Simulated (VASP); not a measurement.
# SnO2 (R-3m) in VASP: a series of runs

Runs on SnO2. Level: PBEsol. Tasks: single point.

Everything below comes from runs of VASP 6.6.1. Logs are shortened: lines on timing, memory, paths and dates and some standing lists are left out, and cuts for length are marked.

## (1) Starting point

It takes space group R-3m (No. 166, trigonal). The conventional cell has a = 3.414 Å, b = 3.414 Å, c = 12.923 Å, α = 90.00°, β = 90.00°, γ = 120.00°. Sn (site symmetry -3m) has 6 O at 2.17 Å as nearest neighbours. O (site symmetry 3m) has 3 Sn at 2.17 Å as nearest neighbours.

Measurements of this composition are mostly on another form, of space group No. 136.

## (2) Single point, PBEsol

The input, INCAR:

```
PREC = Accurate
ENCUT = 520
EDIFF = 1E-6
ISMEAR = 0
SIGMA = 0.05
LREAL = False
LASPH = True
NELM = 100
ALGO = Fast
ISIF = 2
LWAVE = False
LCHARG = True
GGA = PS
LELF = True
LVHAR = True
NBANDS = 20
```

The input, KPOINTS:

```
Automatic mesh
0
Gamma
  12 12 12
```

The input, POSCAR:

```
SnO2
1.0
    1.7071121059      0.9856016339      4.3076538790
   -1.7071121059      0.9856016339      4.3076538790
    0.0000000000     -1.9712032677      4.3076538790
Sn O
1 2
Direct
    0.5000000000      0.5000000000      0.5000000000
    0.2371700000      0.2371700000      0.2371700000
    0.7628300000      0.7628300000      0.7628300000
```

Potentials or basis: VASP PAW PBE potentials, release 64 (Sn_d, O).

Launch:

```
cat potpaw_PBE.64/Sn_d/POTCAR potpaw_PBE.64/O/POTCAR > POTCAR
mpirun -np 1 vasp_std > vasp.out
```

OUTCAR:

```text
PREC = Accurate
   ENCUT = 520
   EDIFF = 1E-6
   ISMEAR = 0
   LREAL = False
   LASPH = True
   NELM = 100
   ISIF = 2
   GGA = PS

 ion  position               nearest neighbor table
   1  0.500  0.500  0.500-   2 2.17   3 2.17   2 2.17   2 2.17   3 2.17   3 2.17
   2  0.237  0.237  0.237-   1 2.17   1 2.17   1 2.17
   3  0.763  0.763  0.763-   1 2.17   1 2.17   1 2.17

  LATTYP: Found a trigonal (rhomboedric) cell.
 ALAT       =     4.7372485964
 COS(alpha) =     0.7402821923

  Lattice vectors:

 A1 = (   1.7071121059,   0.9856016339,   4.3076538790)
 A2 = (  -1.7071121059,   0.9856016339,   4.3076538790)
 A3 = (   0.0000000000,  -1.9712032677,   4.3076538790)

Analysis of symmetry for initial positions (statically):
=====================================================================
 Subroutine PRICEL returns:
 Original cell was already a primitive cell.

 Routine SETGRP: Setting up the symmetry group for a
 trigonal (rhombohedral) supercell.

 Subroutine GETGRP returns: Found 12 space group operations
 (whereof 12 operations were pure point group operations)
 out of a pool of 12 trial point group operations.

The static configuration has the point symmetry D_3d.

Analysis of symmetry for dynamics (positions and initial velocities):
=====================================================================
 Subroutine PRICEL returns:
 Original cell was already a primitive cell.

 Routine SETGRP: Setting up the symmetry group for a
 trigonal (rhombohedral) supercell.

 Subroutine GETGRP returns: Found 12 space group operations
 (whereof 12 operations were pure point group operations)
 out of a pool of 12 trial point group operations.

The dynamic configuration has the point symmetry D_3d.

 Subroutine INISYM returns: Found 12 space group operations
 (whereof 12 operations are pure point group operations),
 and found     1 'primitive' translations

----------------------------------------------------------------------------------------

                                     Primitive cell

  volume of cell :      43.4866

  direct lattice vectors                    reciprocal lattice vectors
     1.707112106  0.985601634  4.307653879     0.292892305  0.169101451  0.077381643
    -1.707112106  0.985601634  4.307653879    -0.292892305  0.169101451  0.077381643
     0.000000000 -1.971203268  4.307653879     0.000000000 -0.338202903  0.077381643

  length of vectors
     4.737248596  4.737248596  4.737248596     0.346942534  0.346942534  0.346942534

  position of ions in fractional coordinates (direct lattice)
     0.500000000  0.500000000  0.500000000
     0.237170000  0.237170000  0.237170000
     0.762830000  0.762830000  0.762830000

  ion indices of the primitive-cell ions
   primitive index   ion index
                 1           1
                 2           2
                 3           3

----------------------------------------------------------------------------------------

 KPOINTS: Automatic mesh

Automatic generation of k-mesh.
 Grid dimensions read from file:
 generate k-points for:   12   12   12

 Generating k-lattice:

  Cartesian coordinates                     Fractional coordinates (reciprocal lattice)
     0.024407692  0.014091788  0.006448470     0.083333333 -0.000000000  0.000000000
    -0.024407692  0.014091788  0.006448470    -0.000000000  0.083333333  0.000000000
     0.000000000 -0.028183575  0.006448470     0.000000000  0.000000000  0.083333333

  Length of vectors
     0.028911878  0.028911878  0.028911878

  Shift w.r.t. Gamma in fractional coordinates (k-lattice)
     0.000000000  0.000000000  0.000000000

 Subroutine IBZKPT returns following result:
 ===========================================

 Found    189 irreducible k-points:

 Following reciprocal coordinates:
            Coordinates               Weight
  0.000000  0.000000  0.000000      1.000000
  0.083333 -0.000000 -0.000000      6.000000
  0.166667 -0.000000 -0.000000      6.000000
  0.250000  0.000000  0.000000      6.000000
  0.333333 -0.000000  0.000000      6.000000
  0.416667  0.000000  0.000000      6.000000
[... 16 lines left out ...]
  0.500000  0.166667  0.000000     12.000000
 -0.416667  0.166667 -0.000000     12.000000
 [... further k-points ...]
   k-points           NKPTS =    189   k-points in BZ     NKDIM =    189   number of bands    NBANDS=     20
   number of dos      NEDOS =    301   number of ions     NIONS =      3
   total plane-waves  NPLWV =  46656
   dimension x,y,z NGX =    36 NGY =   36 NGZ =   36
   dimension x,y,z NGXF=    72 NGYF=   72 NGZF=   72
   ions per type =               1   2
   NGX,Y,Z   is equivalent  to a cutoff of  12.63, 12.63, 12.63 a.u.
   NGXF,Y,Z  is equivalent  to a cutoff of  25.27, 25.27, 25.27 a.u.
 SYSTEM =  unknown system
   PREC   = accura    normal or accurate (medium, high low for compatibility)
   ISTART =      0    job   : 0-new  1-cont  2-samecut
   ICHARG =      2    charge: 1-file 2-atom 10-const
   ISPIN  =      1    spin polarized calculation?
   LNONCOLLINEAR =      F non collinear calculations
   LSORBIT =      F    spin-orbit coupling
   LASPH  =      T    aspherical Exc in radial PAW
   ENCUT  =  520.0 eV  38.22 Ry    6.18 a.u.   8.81  8.81  8.81*2*pi/ulx,y,z
   NELM   =    100;   NELMIN=  2; NELMDL= -5     # of ELM steps
   EDIFF  = 0.1E-05   stopping-criterion for ELM
   LREAL  =      F    real-space projection
   EDIFFG = 0.1E-04   stopping-criterion for IOM
   NSW    =      0    number of steps for IOM
   IBRION =     -1    ionic relax: 0-MD 1-quasi-New 2-CG
   NFREE  =      0    steps in history (QN), initial steepest desc. (CG)
   ISIF   =      2    stress and relaxation
   ISYM   =      2    0-nonsym 1-usesym 2-fastsym
   POTIM  = 0.5000    time-step for ionic-motion
   TEBEG  =    0.0;   TEEND  =   0.0 temperature during run
   PSTRESS=    0.0 pullay stress
   NELECT =      26.0000    total number of electrons
   NUPDOWN=      -1.0000    fix difference up-down
   EMIN   =  10.00;   EMAX   =-10.00  energy-range for DOS
   EFERMI =   0.00;   METHOD = LEGACY
   ISMEAR =     0;   SIGMA  =   0.05  broadening in eV -4-tet -1-fermi 0-gaus
   EFERMI_NEDOS =   21; number of points for ismear=-14 and -15
   IALGO  =     68    algorithm
   IMIX   =      4    mixing-type and parameters
     AMIX     =   0.40;   BMIX     =  1.00
     AMIX_MAG =   1.60;   BMIX_MAG =  1.00
  volume/ion in A,a.u.               =      14.50        97.82
  Fermi-wavevector in a.u.,A,eV,Ry     =   1.379158  2.606231 25.879336  1.902078
  Thomas-Fermi vector in A             =   2.504154
   LORBIT       =      0    0 simple, 1 ext, 2 COOP (PROOUT), +10 PAW based schemes
   GGA     = PS    functional components
   LHFCALC =     F    Hartree Fock is set to
   AEXX    =    0.0000 exact exchange contribution
   IVDW    =     0    specifies the selected vdW correction
   LEPSILON=     F    determine dielectric tensor
   LRPA    =     F    only Hartree local field effects (RPA)
 non-spin polarized calculation
 RMM-DIIS sequential band-by-band and
 Gauss-broadening in eV      SIGMA  =   0.05
  energy-cutoff  :      520.00
  volume of cell :       43.49
 maximum number of plane-waves:      1187
   NGX = 17   NGY = 17   NGZ = 17

 number of electron      26.0000007 magnetization

 Free energy of the ion-electron system (eV)
  ---------------------------------------------------
  ext. energy  EPLUGINS =         0.00000000
  ---------------------------------------------------
  free energy    TOTEN  =       -19.03261764 eV

  energy without entropy =      -19.03261764  energy(sigma->0) =      -19.03261764

 E-fermi :   3.8186     XC(G=0): -10.3897

 val. band max:        3.6157930696   @ k =  -0.0833   0.0833   0.0000
 cond. band min:       4.2719737591   @ k =   0.0000   0.0000   0.0000
 fundamental gap:      0.6561806895
 Fermi energy:         3.8185974239

 k-point     1 :       0.0000    0.0000    0.0000
  band No.  band energies     occupation
      1     -16.6073      2.00000
      2     -16.3685      2.00000
      3     -16.3685      2.00000
      4     -16.2649      2.00000
      5     -16.2649      2.00000
      6     -14.1312      2.00000
[... 12 lines left out ...]
     19      19.4104      0.00000
     20      19.4159      0.00000

 k-point     2 :       0.0833   -0.0000   -0.0000
  band No.  band energies     occupation
      1     -16.5888      2.00000
      2     -16.4068      2.00000
      3     -16.3630      2.00000
      4     -16.2681      2.00000
      5     -16.2609      2.00000
      6     -14.0867      2.00000
[... 12 lines left out ...]
     19      18.4832      0.00000
     20      19.4184      0.00000

 k-point     3 :       0.1667   -0.0000   -0.0000
  band No.  band energies     occupation
      1     -16.5644      2.00000
      2     -16.4839      2.00000
      3     -16.3524      2.00000
      4     -16.2762      2.00000
      5     -16.2451      2.00000
      6     -13.9486      2.00000
[... 12 lines left out ...]
     19      17.4392      0.00000
     20      19.4710      0.00000

 k-point     4 :       0.2500    0.0000    0.0000
  band No.  band energies     occupation
      1     -16.6690      2.00000
      2     -16.4506      2.00000
      3     -16.3470      2.00000
      4     -16.2844      2.00000
      5     -16.2140      2.00000
      6     -13.7176      2.00000
[... 12 lines left out ...]
     19      16.7719      0.00000
     20      19.6311      0.00000

 k-point     5 :       0.3333   -0.0000    0.0000
  band No.  band energies     occupation
      1     -16.7946      2.00000
      2     -16.4011      2.00000
      3     -16.3477      2.00000
      4     -16.2844      2.00000
      5     -16.1763      2.00000
      6     -13.4242      2.00000
[... 12 lines left out ...]
     19      16.6751      0.00000
     20      18.6207      0.00000

 k-point     6 :       0.4167    0.0000    0.0000
  band No.  band energies     occupation
      1     -16.8834      2.00000
      2     -16.3780      2.00000
      3     -16.3502      2.00000
      4     -16.2730      2.00000
      5     -16.1463      2.00000
      6     -13.1496      2.00000
[... 12 lines left out ...]
     19      16.7580      0.00000
     20      17.6228      0.00000

 k-point     7 :       0.5000    0.0000    0.0000
  band No.  band energies     occupation
      1     -16.9151      2.00000
      2     -16.3733      2.00000
      3     -16.3513      2.00000
      4     -16.2657      2.00000
      5     -16.1350      2.00000
      6     -13.0290      2.00000
[... 12 lines left out ...]
     19      16.9718      0.00000
     20      17.0769      0.00000
[... 277 lines left out ...]
 k-point    20 :       0.2500    0.1667   -0.0000
  band No.  band energies     occupation
      1     -16.5986      2.00000
      2     -16.4964      2.00000
      3     -16.3478      2.00000
      4     -16.2826      2.00000
      5     -16.2268      2.00000
      6     -13.7898      2.00000
[... 12 lines left out ...]
     19      16.7288      0.00000
     20      19.3947      0.00000

 k-point    21 :       0.3333    0.1667   -0.0000
  band No.  band energies     occupation
      1     -16.6695      2.00000
      2     -16.4890      2.00000
      3     -16.3489      2.00000
      4     -16.2891      2.00000
      5     -16.2029      2.00000
      6     -13.5352      2.00000
[... 12 lines left out ...]
     19      16.6974      0.00000
     20      18.6956      0.00000

 k-point    22 :       0.4167    0.1667    0.0000
  band No.  band energies     occupation
      1     -16.7518      2.00000
      2     -16.4688      2.00000
      3     -16.3510      2.00000
      4     -16.2899      2.00000
      5     -16.1884      2.00000
      6     -13.2035      2.00000
[... 12 lines left out ...]
     19      16.8487      0.00000
     20      17.9235      0.00000

 k-point    23 :       0.5000    0.1667    0.0000
  band No.  band energies     occupation
      1     -16.8135      2.00000
      2     -16.4542      2.00000
      3     -16.3519      2.00000
      4     -16.2791      2.00000
      5     -16.1889      2.00000
      6     -12.8831      2.00000
[... 12 lines left out ...]
     19      17.0844      0.00000
     20      17.3019      0.00000

 k-point    24 :      -0.4167    0.1667   -0.0000
  band No.  band energies     occupation
      1     -16.8357      2.00000
      2     -16.4492      2.00000
      3     -16.3527      2.00000
      4     -16.2693      2.00000
      5     -16.1939      2.00000
      6     -12.7513      2.00000
[... 12 lines left out ...]
     19      16.8653      0.00000
     20      17.1988      0.00000

 [... further k-points ...]
[... 5 lines left out ...]
  --------------------------------------------------------------------------------------
  -------------------------------------------------------------------------------------
  Total       -4.9950809     -4.9950809     -0.8965955      0.0000000     -0.0000000      0.0000000
  in kB     -184.0338022   -184.0338022    -33.0332737      0.0000000     -0.0000000      0.0000000
  external PRESSURE =    -133.7002927 kB  Pullay stress =       0.0000000 kB

 VOLUME and BASIS-vectors are now :
 -----------------------------------------------------------------------------
  energy-cutoff  :      520.00
  volume of cell :       43.49
      direct lattice vectors                 reciprocal lattice vectors
     1.707112106  0.985601634  4.307653879     0.292892305  0.169101451  0.077381643
    -1.707112106  0.985601634  4.307653879    -0.292892305  0.169101451  0.077381643
     0.000000000 -1.971203268  4.307653879     0.000000000 -0.338202903  0.077381643

 POSITION                                       TOTAL-FORCE (eV/Angst)
 -----------------------------------------------------------------------------------
      0.00000      0.00000      6.46148         0.000000      0.000000     -0.000000
      0.00000      0.00000      3.06494         0.000000     -0.000000     -0.043650
      0.00000      0.00000      9.85802         0.000000      0.000000      0.043650
 -----------------------------------------------------------------------------------
    total drift:                                0.000000     -0.000000      0.000000

  FREE ENERGIE OF THE ION-ELECTRON SYSTEM (eV)
  ---------------------------------------------------
  free  energy   TOTEN  =       -19.0326176362 eV

  energy  without entropy=      -19.0326176361  energy(sigma->0) =      -19.03261764
```

Wall time 1.9 min (1 thread of Intel Xeon 6975P-C (Granite Rapids), shared host); peak memory 0.31 GiB.

Results:

```
Free energy            : -19.0326 eV
Pressure               : -13.4 GPa
Largest force          : 0.044 eV/Å
Band gap on the k mesh : 0.66 eV, indirect (least direct gap 0.71 eV)
```

Forces on the atoms (eV/Å):
```
Sn   0.000  0.000  0.000
O    0.000  0.000 -0.044
O    0.000  0.000  0.044
```

Stress tensor (GPa, compression positive):
```
-18.40   0.00   0.00
  0.00 -18.40   0.00
  0.00   0.00  -3.30
```

Levels at points of the mesh, in eV from the valence-band top:
| k point | band 11 | band 12 | band 13 | band 14 | band 15 | band 16 |
| --- | --- | --- | --- | --- | --- | --- |
| (0.00, 0.00, 0.00) | -1.42 | -1.42 | -0.05 | 0.66 | 5.01 | 9.45 |
| (0.50, 0.00, 0.00) | -1.40 | -0.88 | -0.82 | 4.45 | 7.19 | 8.56 |
| (0.50, 0.50, 0.00) | -0.71 | -0.52 | -0.07 | 4.08 | 6.01 | 9.96 |
| (0.50, 0.50, 0.50) | -1.68 | -1.31 | -1.31 | 2.51 | 5.21 | 9.87 |

Caveat: the PAW data sets were made with another functional, which shifts forces and pressure a little; spin-orbit coupling is left out, which moves the levels of the heavy elements. A k mesh can miss the band edges.

## (3) Single point, PBEsol

This run uses another cell than the first one, of the same volume but with other edges.

The input, INCAR:

```
ALGO = Fast
EDIFF = 1E-6
ENCUT = 520
GGA = PS
ISIF = 2
ISMEAR = 0
LASPH = T
LCHARG = F
LREAL = F
LWAVE = F
NBANDS = 20
NELM = 100
PREC = Accurate
SIGMA = 0.05
```

The input, KPOINTS:

```
k-points
0
Gamma
  12 12 12
```

The input, POSCAR:

```
SnO2
1.0
    1.5910063671      0.9185679543      4.9593076357
   -1.5910063671      0.9185679543      4.9593076357
    0.0000000000     -1.8371359087      4.9593076357
Sn O
1 2
Direct
    0.5000000000      0.5000000000      0.5000000000
    0.2371700000      0.2371700000      0.2371700000
    0.7628300000      0.7628300000      0.7628300000
```

Potentials or basis: VASP PAW PBE potentials, release 64 (Sn_d, O).

Launch:

```
cat potpaw_PBE.64/Sn_d/POTCAR potpaw_PBE.64/O/POTCAR > POTCAR
mpirun -np 1 vasp_std > vasp.out
```

Wall time 2.9 min (1 thread of Intel Xeon 6975P-C (Granite Rapids), shared host); peak memory 0.35 GiB.

It converged, with:

```yaml
Free_energy: -19.2866 eV
Pressure: -1.8 GPa
Largest_force: 0.484 eV/Å
Band_gap_on_the_k_mesh: 2.17 eV, indirect (least direct gap 2.33 eV)
```

Forces in eV/Å, atoms in the order of the input:
```
Sn   0.000  0.000  0.000
O    0.000  0.000 -0.484
O    0.000  0.000  0.484
```

Stress tensor (GPa, compression positive):
```
-0.48  0.00  0.00
 0.00 -0.48  0.00
 0.00  0.00 -4.50
```

Levels at points of the mesh, in eV from the valence-band top:
```
           k point  band 9  band 10  band 11  band 12  band 13  band 14  band 15  band 16  band 17  band 18
(0.00, 0.00, 0.00)   -1.18    -1.18    -0.73    -0.73    -0.16     2.17     5.75    11.33    11.33    11.52
(0.50, 0.00, 0.00)   -4.28    -2.83    -1.53    -0.52    -0.48     5.44     7.61    10.37    12.08    12.61
(0.50, 0.50, 0.00)   -4.46    -2.90    -1.27    -0.41    -0.02     5.19     6.91    10.82    11.48    12.34
(0.50, 0.50, 0.50)   -1.22    -1.22    -1.18    -0.69    -0.69     3.29     5.66    11.46    11.46    11.70
```

Caveat: the PAW data sets were made with another functional, which shifts forces and pressure a little; spin-orbit coupling is left out, which moves the levels of the heavy elements. A k mesh can miss the band edges.

(Continued in part 2 of 2.)
